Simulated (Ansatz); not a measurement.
## LiCl (R-3m) at 2 levels of theory

One geometry, relaxed with PBE; plane waves with PAW potentials in Ansatz, scalar-relativistic. No spin polarisation. Gaps are the least over mesh and band path; pressure is positive in compression.

```xyz
4
Lattice="2.0206 1.1666 7.1221 -2.0206 1.1666 7.1221 0.0000 -2.3331 7.1221" Properties=species:S:1:pos:R:3 pbc="T T T"
Li    0.0000    0.0000   18.8707
Li    0.0000    0.0000    2.4956
Cl    0.0000    0.0000    4.9773
Cl    0.0000    0.0000   16.3889
```

```
level  cutoff (eV)  k mesh  gap (eV)  pressure (GPa)
  PBE          420   6×6×6      5.74             0.0
```

Problem. What comes out on the same cell with PBEsol?

Solution.
| level | cutoff (eV) | k mesh | gap (eV) | pressure (GPa) |
| --- | --- | --- | --- | --- |
| PBEsol | 420 | 6×6×6 | 5.67 | -0.6 |

The cell holds layers, chains or molecules and no dispersion correction was added, so their binding is poorly described.

The structure comes from a generated guess; another structure or a mixture of phases may lie lower.
